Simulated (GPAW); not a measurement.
# BN (P6_3mc) in GPAW: single point with PBE

Aim: the single point of BN with PBE.

Program: GPAW 26.7.0. These are calculated values, not measurements. Logs are shortened: lines on timing, memory, paths and dates and some standing lists are left out, and cuts for length are marked. The log counts tension as positive stress, the text compression.

### 1 The structure

Symmetry: P6_3mc, No. 186, hexagonal system. Conventional cell: a = 2.554 Å, b = 2.554 Å, c = 4.227 Å, α = 90.00°, β = 90.00°, γ = 120.00°. Around N (site symmetry 3m) lie 4 B at 1.57 to 1.58 Å. B (site symmetry 3m) has 4 N at 1.57 to 1.58 Å as nearest neighbours.

Measurements of this composition are mostly on another form, of space group No. 194.

### 2 Single point, PBE

run.py

```python
from ase.dft.bandgap import bandgap
from ase.io import read, write
from ase.units import Bohr, GPa
from gpaw import GPAW, PW
from gpaw.elf import elf_from_dft_calculation

atoms = read('BN.xyz')

calc = GPAW(mode=PW(800),
            xc='PBE',
            kpts={'size': (9, 9, 5), 'gamma': True},
            occupations={'name': 'fermi-dirac', 'width': 0.05},
            nbands=18,
            convergence={'density': 1e-05, 'energy': 1e-05},
            maxiter=150,
            txt='gpaw.txt')
atoms.calc = calc
energy = atoms.get_potential_energy()
forces = atoms.get_forces()
stress = atoms.get_stress()
calc.write('gs.gpw')
write('result.traj', atoms)
print(f'Energy: {energy:.6f} eV')
print('Forces (eV/A):')
print(forces.round(4))
print('Stress (GPa):', (stress / GPa).round(3))
print('Fermi level:', round(calc.get_fermi_level(), 4), 'eV')
print(f'Gap: {bandgap(calc)[0]:.4f} eV, direct: {bandgap(calc, direct=True)[0]:.4f} eV')

# fields on the real-space grid
write('density.cube', atoms, data=calc.get_pseudo_density() * Bohr**3)
write('potential.cube', atoms, data=calc.get_electrostatic_potential())
write('elf.cube', atoms, data=elf_from_dft_calculation(calc).data)
```

BN.xyz

```xyz
4
Lattice="2.5539396017 0.0000000000 0.0000000000 -1.2769698009 2.2117765748 0.0000000000 0.0000000000 0.0000000000 4.2268550000" Properties=species:S:1:pos:R:3 pbc="T T T"
N     -0.0000000002      1.4745177166      0.5295234870
N      1.2769698010      0.7372588582      2.6429509870
B     -0.0000000002      1.4745177166      2.1122608880
B      1.2769698010      0.7372588582      4.2256883880
```

Potentials or basis: GPAW PAW data sets (gpaw-data 1.2.1), pw.

On the command line:

```sh
$ OMP_NUM_THREADS=1 python run.py
```

gpaw.txt:

```text
__  _  _
 | _ |_)|_||  |
 |__||  | ||/\| - 26.7.0

Input parameters:
  mode=PW(ecut=800.0),
  convergence={'density': 1e-05, 'energy': 1e-05},
  kpts=MonkhorstPack(size=(9, 9, 5), gamma=True),
  maxiter=150,
  nbands=18,
  occupations=Occupations(name='fermi-dirac', width=0.05),
  xc=XC(name='PBE')

Diagonalizing LCAO Hamiltonian
Converting LCAO to pw mode

          B

        B N

        N

Atoms  # Å, Bohr magnetons
|   | symbol |         x |        y |        z |    initial magnetic moments |
|---|--------|-----------|----------|----------|-----------------------------|
| 0 |      N | -0.000000 | 1.474518 | 0.529523 | ( 0.0000,  0.0000,  0.0000) |
| 1 |      N |  1.276970 | 0.737259 | 2.642951 | ( 0.0000,  0.0000,  0.0000) |
| 2 |      B | -0.000000 | 1.474518 | 2.112261 | ( 0.0000,  0.0000,  0.0000) |
| 3 |      B |  1.276970 | 0.737259 | 4.225688 | ( 0.0000,  0.0000,  0.0000) |

Unit cell  # Å
| periodic |         x |        y |        z |  lengths |     angles |
|----------|-----------|----------|----------|----------|------------|
|      yes |  2.553940 | 0.000000 | 0.000000 | 2.553940 |  90.000000 |
|      yes | -1.276970 | 2.211777 | 0.000000 | 2.553940 |  90.000000 |
|      yes |  0.000000 | 0.000000 | 4.226855 | 4.226855 | 120.000000 |

Number of symmetries: 6
Symmetry operations  # r_c * U_cc + t_c -> r_c
|   | kind |            matrix            |
|---|------|------------------------------|
| 0 |  σ   |  1, 1, 0,  0,-1, 0,  0, 0, 1 |
| 1 |  E   |  1, 0, 0,  0, 1, 0,  0, 0, 1 |
| 2 |  C3  |  0, 1, 0, -1,-1, 0,  0, 0, 1 |
| 3 |  σ   |  0,-1, 0, -1, 0, 0,  0, 0, 1 |
| 4 |  σ   | -1, 0, 0,  1, 1, 0,  0, 0, 1 |
| 5 |  C3  | -1,-1, 0,  1, 0, 0,  0, 0, 1 |

BZ-sampling:
  Number of BZ points: 405
  Number of IBZ points: 50

  Monkhorst-Pack size: [9, 9, 5]
  Monkhorst-Pack shift: [0, 0, 0]

K-points  # in reciprocal-cell coordinates
|     |                                coordinates |     weight |
|-----|--------------------------------------------|------------|
|   0 | (  0.00000000,   0.00000000,   0.00000000) | 0.00246914 |
|   1 | (  0.00000000,   0.00000000,   0.20000000) | 0.00493827 |
|   2 | (  0.00000000,   0.00000000,   0.40000000) | 0.00493827 |
|   3 | (  0.11111111,   0.00000000,  -0.40000000) | 0.01481481 |
|   4 | (  0.11111111,   0.00000000,  -0.20000000) | 0.01481481 |
|   5 | (  0.11111111,   0.00000000,   0.00000000) | 0.01481481 |
|   6 | (  0.11111111,   0.00000000,   0.20000000) | 0.01481481 |
|   7 | (  0.11111111,   0.00000000,   0.40000000) | 0.01481481 |
|   8 | (  0.22222222,  -0.11111111,   0.00000000) | 0.01481481 |
|   9 | (  0.22222222,  -0.11111111,   0.20000000) | 0.02962963 |
| ... |                                            |            |
|  49 | (  0.44444444,   0.44444444,   0.40000000) | 0.02962963 |

Plane wave coefficients: 1239
Cutoff: 800.0 eV

Spin-components: 1 (collinear spins)
Bands:           18
Projectors:      20
Spin-degeneracy: 2
Datatype:        complex128

Parallelization:
  kpt:    1
  domain: 1
  band:   1

Density:
  Valence electrons: 16.0
  Components: 1
  Grid points: [18 18 28]
  Charge: 0.0  # |e|

Potential:
  Grid points: [18 18 28]

species:
  N:
    name:    Nitrogen
    Z:       7.0
    valence: 5
    core:    2
    charge:  0.0  # [|e|]
    compensation charges:
      type: gauss
      rc: 0.18  # [Å]
      lmax: 2
    cutoffs:
      filter: 1.11  # [Å]
      core: 0.96  # [Å]
    projectors
    | kind |    occ | energy [eV] | rcut [Å] |
    |------|--------|-------------|----------|
    |   2s |  2.000 |     -18.583 |    0.603 |
    |   2p |  3.000 |      -7.089 |    0.529 |
    |    s |        |       8.629 |    0.603 |
    |    p |        |      20.123 |    0.529 |
    |    d |        |       0.000 |    0.577 |

    Using partial waves for N as LCAO basis

  B:
    name:    Boron
    Z:       5.0
    valence: 3
    core:    2
    charge:  0.0  # [|e|]
    compensation charges:
      type: gauss
      rc: 0.20  # [Å]
      lmax: 2
    cutoffs:
      filter: 1.14  # [Å]
      core: 1.38  # [Å]
    projectors
    | kind |    occ | energy [eV] | rcut [Å] |
    |------|--------|-------------|----------|
    |   2s |  2.000 |      -9.443 |    0.635 |
    |   2p |  1.000 |      -3.606 |    0.635 |
    |    s |        |      17.768 |    0.635 |
    |    p |        |      23.605 |    0.635 |
    |    d |        |       0.000 |    0.635 |

    Using partial waves for B as LCAO basis

Reference energy: -4302.422143  # eV

eigensolver:
  PPCG
  Converge bands: occupied
  niter=2

density mixing:
  MSR1-Mixer
  Pratt-step length: 0.05
  Maximum mixing coefficient: 0.75
  Old densities: 10
  SVD Regularization: 0.005
  Good broyden scale: 1.0
  Trust region scale: 1.0
  Backstep threshold: 4.0
  History deletion threshold: 6.0
  Fourier metric: weight=20.0, sigma=0.015

occupation numbers:
  Fermi-Dirac:
    width: 0.0500  # eV

poisson solver:
  ecut: 6400.0  # eV

xc functional:
  name: PBE with 2 nearest neighbor stencil

convergence criteria:
- Maximum integral of absolute [dens]ity change: 1e-05 electrons / valence electron
- Maximum [total energy] change in last 3 cyles: 1e-05 eV / valence electron
- Maximum integral of absolute [eigenst]ate change: 4e-08 eV^2 / valence electron
maximum number of iterations: 150

SCF iterations
|iter     | |      energy | eigst |  dens |
|---------|-|-------------|-------|-------|
|iter:   1| |  -36.595675 | +0.11 |       |
|iter:   2| |  -36.248834 | -1.94 | -0.74 |
|iter:   3| |  -34.954059 | -1.27 | -0.78 |
|iter:   4| |  -34.938373 | -2.74 | -1.38 |
|iter:   5| |  -34.937819 | -3.35 | -1.82 |
|iter:   6| |  -34.937970 | -5.06 | -2.57 |
|iter:   7| |  -34.937970c| -6.81 | -3.54 |
|iter:   8| |  -34.937970c| -8.47c| -4.28 |
|iter:   9| |  -34.937970c| -8.33c| -5.06c|

Converged in 9 steps
Energy contributions relative to reference atoms: (reference = -4302.422143)

Energy contributions:
  Kinetic:          31.551223
  Coulomb:         -30.337918
  Zero:              0.198583
  External:          0.000000
  Xc:              -36.349858
  Entropy:           0.000000
  Spinorbit:         0.000000
  ----------------------------
  Free energy:     -34.937970
  Extrapolated:    -34.937970

dipole moment: (-0.000005, 0.000003, 4.509759)  # |e|*Ang

Fermi level: 13.054
Eigenvalues  # (at kpt = [0.000, 0.000, 0.000])
| band index |      eig [eV] | occ [0-2] |
|------------|---------------|-----------|
|          0 |       -10.198 |     2.000 |
|          1 |        -6.097 |     2.000 |
|          2 |        -0.743 |     2.000 |
|          3 |         7.987 |     2.000 |
|          4 |         7.987 |     2.000 |
|          5 |         9.812 |     2.000 |
[... 8 lines left out ...]
|         14 |        21.921 |     0.000 |
|         15 |        26.170 |     0.000 |
|        ... |               |           |
|         17 |        31.709 |     0.000 |

Gap: 5.204 eV
Transition (v -> c):
  (s=0, k=0, n=7, [0.00, 0.00, 0.00]) -> (s=0, k=26, n=8, [0.33, 0.33, 0.00])
Direct/indirect transitions are different
Direct gap: 8.235 eV
Transition at: (s=0, k=5, n=7, [0.11, 0.00, 0.00])

Forces  # eV/Ang
|        x |       y |        z |
|----------|---------|----------|
| -0.00000 | 0.00000 | -0.01537 |  # N    0
|  0.00000 | 0.00000 | -0.01489 |  # N    1
|  0.00000 | 0.00000 |  0.01536 |  # B    2
| -0.00000 | 0.00000 |  0.01510 |  # B    3

Stress tensor  # eV/Ang^3
|        x |         y |         z |
|----------|-----------|-----------|
| 0.006181 |  0.000000 |  0.000000 |
| 0.000000 |  0.006181 | -0.000000 |
| 0.000000 | -0.000000 |  0.010671 |

# Writing to gs.gpw (mode='')
```

Run time: 26 s. Hardware: 1 thread of Arm Neoverse V1, shared host; peak memory 0.16 GiB.

What came out:

```yaml
Free_energy: -34.9380 eV
Pressure: -1.2 GPa
Largest_force: 0.015 eV/Å
Band_gap_on_the_k_mesh: 5.20 eV, indirect (least direct gap 8.24 eV)
```

Forces on the atoms (eV/Å):
```
N    0.000  0.000 -0.015
N    0.000  0.000 -0.015
B    0.000  0.000  0.015
B    0.000  0.000  0.015
```

Caveat: the density grid can change from cell to cell, which puts small steps into energies and stress; an odd mesh through Γ misses points on the zone boundary, where band edges often lie.
